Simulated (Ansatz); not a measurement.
**fcc against bcc along group 13**

All numbers below come from DFT, LDA (PW92), plane waves (420 eV) with PAW, scalar-relativistic in Ansatz. (PAW data from PBE, frozen cores regenerated.)

Each structure is relaxed within its symmetry, in the lowest magnetic state of the tried starts. Differences under about 8 meV lie within the error of the k-point mesh.

```json
{"element": "B", "E(fcc) − E(bcc) (meV/atom)": "-377", "V(fcc) (Å³/atom)": "5.70", "V(bcc) (Å³/atom)": "5.93", "state of fcc": "spin not included", "state of bcc": "spin not included"}
{"element": "Al", "E(fcc) − E(bcc) (meV/atom)": "-101", "V(fcc) (Å³/atom)": "15.80", "V(bcc) (Å³/atom)": "16.24", "state of fcc": "spin not included", "state of bcc": "spin not included"}
{"element": "Ga", "E(fcc) − E(bcc) (meV/atom)": "-19", "V(fcc) (Å³/atom)": "17.19", "V(bcc) (Å³/atom)": "17.38", "state of fcc": "spin not included", "state of bcc": "spin not included"}
{"element": "In", "E(fcc) − E(bcc) (meV/atom)": "-15", "V(fcc) (Å³/atom)": "24.57", "V(bcc) (Å³/atom)": "24.87", "state of fcc": "spin not included", "state of bcc": "spin not included"}
{"element": "Tl", "E(fcc) − E(bcc) (meV/atom)": "9", "V(fcc) (Å³/atom)": "27.12", "V(bcc) (Å³/atom)": "27.27", "state of fcc": "spin not included", "state of bcc": "spin not included"}
```
